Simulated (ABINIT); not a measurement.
# TiSe (F-43m) in ABINIT: convergence with k mesh

Aim: find how far k mesh must go before the results for TiSe settle, at BLYP. This setting moves, with any that are tied to it; all else stays.

All numbers are computed with ABINIT 10.8.3 (patched build); they aren't measurements. Logs are shortened: lines on timing, memory, paths and dates and some standing lists are left out, and cuts for length are marked. The log counts tension as positive stress, the text compression.

### 1 Starting point

It takes space group F-43m (No. 216, cubic). Conventional cell: a = 6.206 Å, b = 6.206 Å, c = 6.206 Å, α = 90.00°, β = 90.00°, γ = 90.00°. Ti (site symmetry -43m) has 4 Se at 2.69 Å as nearest neighbours. Se (site symmetry -43m) has 4 Ti at 2.69 Å as nearest neighbours.

The cell comes from a database or a generator and needn't be the stable form of this composition.

### 2 With k mesh 2 × 2 × 2

run.abi reads:

```
# Pseudopotentials
pp_dirpath "./"
pseudos "Ti.upf, Se.upf"

# Structure
acell 3*1.0 Angstrom
rprim
     0.0000000000     3.1030036500     3.1030036500
     3.1030036500     0.0000000000     3.1030036500
     3.1030036500     3.1030036500     0.0000000000
ntypat 2
znucl 22 34
natom 2
typat 1 2
xred
     0.0000000000     0.0000000000     0.0000000000
     0.2500000000     0.2500000000     0.2500000000

# Plane-wave basis
ecut 43.0

# k points
kptopt 1
ngkpt 2 2 2
nshiftk 1
shiftk 0.0 0.0 0.0

# Exchange and correlation
ixc -106131

# Bands and occupations
nband 18
occopt 4
tsmear 0.1 eV

# SCF cycle
nstep 100
tolvrs 1.0e-10

# Output
iomode 3
prtwf 0
prtden 0
prteig 0
prtebands 0
```

Potentials or basis: PseudoDojo NC SR PBE v0.4.1 standard.

The run is started by

```
$ abinit run.abi > log 2>&1
```

run.abo:

```text
.Version 10.8.3 of ABINIT
 Symmetries : space group F-4 3 m (#216); Bravais cF (face-center cubic)
================================================================================
 Values of the parameters that define the memory need of the present run
     intxc =       0    ionmov =       0      iscf =       7    lmnmax =       6
     lnmax =       6     mgfft =      50  mpssoang =       3    mqgrid =    3001
     natom =       2  nloc_mem =       1    nspden =       1   nspinor =       1
    nsppol =       1      nsym =      24    n1xccc =    2501    ntypat =       2
    occopt =       4   xclevel =       2
       mpw =        2761          nfft =      125000          nkpt =           3
================================================================================
================================================================================

--------------------------------------------------------------------------------
------------- Echo of variables that govern the present computation ------------
--------------------------------------------------------------------------------
 -outvars: echo values of preprocessed input variables --------
            acell      1.8897261259E+00  1.8897261259E+00  1.8897261259E+00 Bohr
              amu      4.78800000E+01  7.89600000E+01
             ecut      4.30000000E+01 Hartree
              ixc     -106131
         kptrlatt        2    0    0      0    2    0      0    0    2
          kptrlen      1.65854075E+01
            natom           2
            nband          18
            ngfft          50      50      50
             nkpt           3
            nstep         100
             nsym          24
           ntypat           2
           occopt           4
           prtden           0
        prtebands           0
           prteig           0
            prtwf           0
            rprim      0.0000000000E+00  3.1030036500E+00  3.1030036500E+00
                       3.1030036500E+00  0.0000000000E+00  3.1030036500E+00
                       3.1030036500E+00  3.1030036500E+00  0.0000000000E+00
          spgroup         216
           tolvrs      1.00000000E-10
           tsmear      3.67493222E-03 Hartree
            typat      1  2
           xangst      0.0000000000E+00  0.0000000000E+00  0.0000000000E+00
                       1.5515018250E+00  1.5515018250E+00  1.5515018250E+00
            xcart      0.0000000000E+00  0.0000000000E+00  0.0000000000E+00
                       2.9319135331E+00  2.9319135331E+00  2.9319135331E+00
             xred      0.0000000000E+00  0.0000000000E+00  0.0000000000E+00
                       2.5000000000E-01  2.5000000000E-01  2.5000000000E-01
            znucl       22.00000   34.00000

================================================================================

 chkinp: Checking input parameters for consistency.

================================================================================
== DATASET  1 ==================================================================

--- !DatasetInfo
iteration_state: {dtset: 1, }
dimensions: {natom: 2, nkpt: 3, mband: 18, nsppol: 1, nspinor: 1, nspden: 1, mpw: 2761, }
cutoff_energies: {ecut:  43.0, pawecutdg:  -1.0, }
electrons: {nelect:   2.80000000E+01, charge:   0.00000000E+00, occopt:   4.00000000E+00, tsmear:   3.67493222E-03, }
meta: {optdriver: 0, ionmov: 0, optcell: 0, iscf: 7, paral_kgb: 0, }
...

 Real(R)+Recip(G) space primitive vectors, cartesian coordinates (Bohr,Bohr^-1):
 R(1)=  0.0000000  5.8638271  5.8638271  G(1)= -0.0852685  0.0852685  0.0852685
 R(2)=  5.8638271  0.0000000  5.8638271  G(2)=  0.0852685 -0.0852685  0.0852685
 R(3)=  5.8638271  5.8638271  0.0000000  G(3)=  0.0852685  0.0852685 -0.0852685
 Unit cell volume ucvol=  4.0324915E+02 bohr^3
 Angles (23,13,12)=  6.00000000E+01  6.00000000E+01  6.00000000E+01 degrees

[... 51 lines left out ...]
  sigma(3 3)=  1.99550091E-04  sigma(2 1)=  0.00000000E+00

--- !ResultsGS
iteration_state: {dtset: 1, }
comment   : Summary of ground state results
lattice_vectors:
- [  0.0000000,   5.8638271,   5.8638271, ]
- [  5.8638271,   0.0000000,   5.8638271, ]
- [  5.8638271,   5.8638271,   0.0000000, ]
lattice_lengths: [   8.29270,    8.29270,    8.29270, ]
lattice_angles: [ 60.000,  60.000,  60.000, ] # degrees, (23, 13, 12)
lattice_volume:   4.0324915E+02
convergence: {deltae: -1.262E-10, res2:  7.673E-11, residm:  2.225E-10, diffor: null, }
etotal    :  -1.80394191E+02
entropy   :   0.00000000E+00
fermie    :   1.80771123E-01
cartesian_stress_tensor: # hartree/bohr^3
- [  1.99550091E-04,   0.00000000E+00,   0.00000000E+00, ]
- [  0.00000000E+00,   1.99550091E-04,   0.00000000E+00, ]
- [  0.00000000E+00,   0.00000000E+00,   1.99550091E-04, ]
pressure_GPa:  -5.8710E+00
xred      :
- [  0.0000E+00,   0.0000E+00,   0.0000E+00, Ti]
- [  2.5000E-01,   2.5000E-01,   2.5000E-01, Se]
cartesian_forces: # hartree/bohr
- [ -9.18391758E-29,  -9.18391758E-29,   2.75517527E-28, ]
- [  9.18391758E-29,   9.18391758E-29,  -2.75517527E-28, ]
force_length_stats: {min:   3.04596087E-28, max:   3.04596087E-28, mean:   3.04596087E-28, }
...

 Integrated electronic density in atomic spheres:
 ------------------------------------------------
 Atom  Sphere_radius  Integrated_density
    1        2.00000          9.50352005
    2        2.00000         13.26276317
================================================================================

 ----iterations are completed or convergence reached----

 Mean square residual over all n,k,spin=   63.736E-13; max=  22.247E-11
 reduced coordinates (array xred) for    2 atoms
       0.000000000000      0.000000000000      0.000000000000
       0.250000000000      0.250000000000      0.250000000000
 rms dE/dt=  1.5232E-27; max dE/dt=  2.1541E-27; dE/dt below (all hartree)
    1       0.000000000000      0.000000000000      0.000000000000
    2       0.000000000000      0.000000000000     -0.000000000000

 cartesian coordinates (angstrom) at end:
    1      0.00000000000000     0.00000000000000     0.00000000000000
    2      1.55150182500000     1.55150182500000     1.55150182500000

 cartesian forces (hartree/bohr) at end:
    1     -0.00000000000000    -0.00000000000000     0.00000000000000
    2      0.00000000000000     0.00000000000000    -0.00000000000000
 frms,max,avg= 1.7585863E-28 2.7551753E-28   0.000E+00  0.000E+00  0.000E+00 h/b

 cartesian forces (eV/Angstrom) at end:
    1     -0.00000000000000    -0.00000000000000     0.00000000000000
    2      0.00000000000000     0.00000000000000    -0.00000000000000
 frms,max,avg= 9.0430145E-27 1.4167681E-26   0.000E+00  0.000E+00  0.000E+00 e/A
 length scales=  1.889726125908  1.889726125908  1.889726125908 bohr
              =  1.000000000000  1.000000000000  1.000000000000 angstroms
 Fermi (or HOMO) energy (hartree) =   0.18077   Average Vxc (hartree)=  -0.30526
 Eigenvalues (hartree) for nkpt=   3  k points:
 kpt#   1, nband= 18, wtk=  0.12500, kpt=  0.0000  0.0000  0.0000 (reduced coord)
  -1.95024   -1.59095   -1.59095   -1.59095   -1.59068   -1.59068   -1.07838   -1.07838
  -1.07838   -0.33716    0.04249    0.04249    0.04249    0.17653    0.17653    0.18948
   0.25776    0.25776
      occupation numbers for kpt#   1
   2.00000    2.00000    2.00000    2.00000    2.00000    2.00000    2.00000    2.00000
   2.00000    2.00000    2.00000    2.00000    2.00000    2.13894    2.13894    0.00185
   0.00000    0.00000
 prteigrs : prtvol=0 or 1, do not print more k-points.

--- !EnergyTerms
iteration_state     : {dtset: 1, }
comment             : Components of total free energy in Hartree
kinetic             :  1.01962800800620E+02
hartree             :  5.93906085892142E+01
xc                  : -3.26812042538185E+01
Ewald energy        : -9.13178466024906E+01
psp_core            :  3.07009552744549E+00
local_psp           : -1.68258438984687E+02
non_local_psp       : -5.25592621034773E+01
internal            : -1.80393247027194E+02
'-kT*entropy'       : -9.44324007617397E-04
total_energy        : -1.80394191351201E+02
total_energy_eV     : -4.90877601738895E+03
band_energy         : -2.64031503424566E+01
...

 Cartesian components of stress tensor (hartree/bohr^3)
  sigma(1 1)=  1.99550091E-04  sigma(3 2)=  0.00000000E+00
  sigma(2 2)=  1.99550091E-04  sigma(3 1)=  0.00000000E+00
  sigma(3 3)=  1.99550091E-04  sigma(2 1)=  0.00000000E+00

-Cartesian components of stress tensor (GPa)         [Pressure= -5.8710E+00 GPa]
- sigma(1 1)=  5.87096636E+00  sigma(3 2)=  0.00000000E+00
- sigma(2 2)=  5.87096636E+00  sigma(3 1)=  0.00000000E+00
- sigma(3 3)=  5.87096636E+00  sigma(2 1)=  0.00000000E+00

== END DATASET(S) ==============================================================
================================================================================

 -outvars: echo values of variables after computation  --------
            acell      1.8897261259E+00  1.8897261259E+00  1.8897261259E+00 Bohr
           etotal     -1.8039419135E+02
            fcart     -9.1839175772E-29 -9.1839175772E-29  2.7551752732E-28
                       9.1839175772E-29  9.1839175772E-29 -2.7551752732E-28
            rprim      0.0000000000E+00  3.1030036500E+00  3.1030036500E+00
                       3.1030036500E+00  0.0000000000E+00  3.1030036500E+00
                       3.1030036500E+00  3.1030036500E+00  0.0000000000E+00
           strten      1.9955009071E-04  1.9955009071E-04  1.9955009071E-04
                       0.0000000000E+00  0.0000000000E+00  0.0000000000E+00
           xangst      0.0000000000E+00  0.0000000000E+00  0.0000000000E+00
                       1.5515018250E+00  1.5515018250E+00  1.5515018250E+00
             xred      0.0000000000E+00  0.0000000000E+00  0.0000000000E+00
                       2.5000000000E-01  2.5000000000E-01  2.5000000000E-01
 Calculation completed.
```

Run time: 9.3 s. Hardware: 1 thread of Intel Xeon 6975P-C (Granite Rapids), shared host; peak memory 0.09 GiB.

Results:

* Free energy: -4908.7760 eV
* Pressure: -5.9 GPa
* Band gap on the k mesh: none (metal or under the smearing width)
* Valence electrons inside the program's atomic spheres: Ti 9.50; Se 13.26

### 3 With k mesh 4 × 4 × 4

run.abi, as its differences from that of step 2:

```diff
@@ -23,3 +23,3 @@
 kptopt 1
-ngkpt 2 2 2
+ngkpt 4 4 4
 nshiftk 1
```

Potentials or basis: PseudoDojo NC SR PBE v0.4.1 standard.

The run is started by

```
$ abinit run.abi > log 2>&1
```

Run time: 45 s. Hardware: 1 thread of Intel Xeon 6975P-C (Granite Rapids), shared host; peak memory 0.09 GiB.

It converged, with:

* Free energy: -4909.2182 eV
* Pressure: -7.7 GPa
* Band gap on the k mesh: none (metal or under the smearing width)
* Valence electrons inside the program's atomic spheres: Ti 9.50; Se 13.25

### 4 With k mesh 5 × 5 × 5

run.abi, as its differences from that of step 3:

```diff
@@ -23,3 +23,3 @@
 kptopt 1
-ngkpt 4 4 4
+ngkpt 5 5 5
 nshiftk 1
```

The run is started by

```
$ abinit run.abi > log 2>&1
```

Wall time 51 s (1 thread of Intel Xeon 6975P-C (Granite Rapids), shared host); peak memory 0.1 GiB.

It converged, with:

```yaml
Free_energy: -4909.2502 eV
Pressure: -7.9 GPa
Band_gap_on_the_k_mesh: none (metal or under the smearing width)
Valence_electrons_inside_the_program's_atomic_spheres: Ti 9.49; Se 13.25
```

### 5 With k mesh 6 × 6 × 6

run.abi, as its differences from that of step 4:

```diff
@@ -23,3 +23,3 @@
 kptopt 1
-ngkpt 5 5 5
+ngkpt 6 6 6
 nshiftk 1
```

The run is started by

```
$ abinit run.abi > log 2>&1
```

Wall time 67 s (1 thread of Intel Xeon 6975P-C (Granite Rapids), shared host); peak memory 0.11 GiB.

It converged, with:

- Free energy: -4909.2244 eV
- Pressure: -7.8 GPa
- Band gap on the k mesh: none (metal or under the smearing width)
- Valence electrons inside the program's atomic spheres: Ti 9.50; Se 13.25

### 6 With k mesh 7 × 7 × 7

run.abi, as its differences from that of step 5:

```diff
@@ -23,3 +23,3 @@
 kptopt 1
-ngkpt 6 6 6
+ngkpt 7 7 7
 nshiftk 1
```

Potentials or basis: PseudoDojo NC SR PBE v0.4.1 standard.

The run is started by

```
$ abinit run.abi > log 2>&1
```

Run time: 82 s. Hardware: 1 thread of Intel Xeon 6975P-C (Granite Rapids), shared host; peak memory 0.12 GiB.

Results (log left out):

```yaml
Free_energy: -4909.2288 eV
Pressure: -7.8 GPa
Band_gap_on_the_k_mesh: none (metal or under the smearing width)
Valence_electrons_inside_the_program's_atomic_spheres: Ti 9.50; Se 13.25
```

### 7 With k mesh 8 × 8 × 8

run.abi, as its differences from that of step 6:

```diff
@@ -23,3 +23,3 @@
 kptopt 1
-ngkpt 7 7 7
+ngkpt 8 8 8
 nshiftk 1
```

The run is started by

```
$ abinit run.abi > log 2>&1
```

Run time: 2 min. Hardware: 1 thread of Intel Xeon 6975P-C (Granite Rapids), shared host; peak memory 0.13 GiB.

It converged, with:

| Item | Value |
| --- | --- |
| Free energy | -4909.2283 eV |
| Pressure | -7.8 GPa |
| Band gap on the k mesh | none (metal or under the smearing width) |
| Valence electrons inside the program's atomic spheres | Ti 9.50; Se 13.25 |

### 8 With k mesh 10 × 10 × 10

run.abi, as its differences from that of step 7:

```diff
@@ -23,3 +23,3 @@
 kptopt 1
-ngkpt 8 8 8
+ngkpt 10 10 10
 nshiftk 1
```

The run is started by

```
$ abinit run.abi > log 2>&1
```

Run time: 3.5 min. Hardware: 1 thread of Intel Xeon 6975P-C (Granite Rapids), shared host; peak memory 0.15 GiB.

The run converged. Its results:

```yaml
Free_energy: -4909.2291 eV
Pressure: -7.8 GPa
Band_gap_on_the_k_mesh: none (metal or under the smearing width)
Valence_electrons_inside_the_program's_atomic_spheres: Ti 9.50; Se 13.25
```

### 9 With k mesh 12 × 12 × 12

run.abi, as its differences from that of step 8:

```diff
@@ -23,3 +23,3 @@
 kptopt 1
-ngkpt 10 10 10
+ngkpt 12 12 12
 nshiftk 1
```

Potentials or basis: PseudoDojo NC SR PBE v0.4.1 standard.

The run is started by

```
$ abinit run.abi > log 2>&1
```

It took 5.9 min on 1 thread of Intel Xeon 6975P-C (Granite Rapids), shared host; peak memory 0.2 GiB.

The run converged. Its results:

```yaml
Free_energy: -4909.2291 eV
Pressure: -7.8 GPa
Band_gap_on_the_k_mesh: none (metal or under the smearing width)
Valence_electrons_inside_the_program's_atomic_spheres: Ti 9.50; Se 13.25
```

### 10 Summary

```csv
k mesh,energy less the tightest run (meV/atom),pressure (GPa),SCF cycles,CPU time (s),peak memory (GiB)
2 × 2 × 2,226.53,-5.87,21,9.2,0.09
4 × 4 × 4,5.46,-7.71,32,45,0.09
5 × 5 × 5,-10.55,-7.88,24,51,0.1
6 × 6 × 6,2.35,-7.77,20,67,0.11
7 × 7 × 7,0.15,-7.78,18,82,0.12
8 × 8 × 8,0.37,-7.80,19,120,0.13
10 × 10 × 10,-0.03,-7.81,22,210,0.15
12 × 12 × 12,0.00,-7.80,24,360,0.2
```

Against the tightest run, the energy stays within 1 meV/atom from 7 × 7 × 7 on; the pressure stays within 0.1 GPa from 4 × 4 × 4 on. Meshes of other sizes hit other points, so gaps and Fermi surfaces needn't settle smoothly. The tightest run that finished is the yardstick and may itself not be fully converged.

Caveats: the potentials were made for another functional, which shifts forces and pressure.
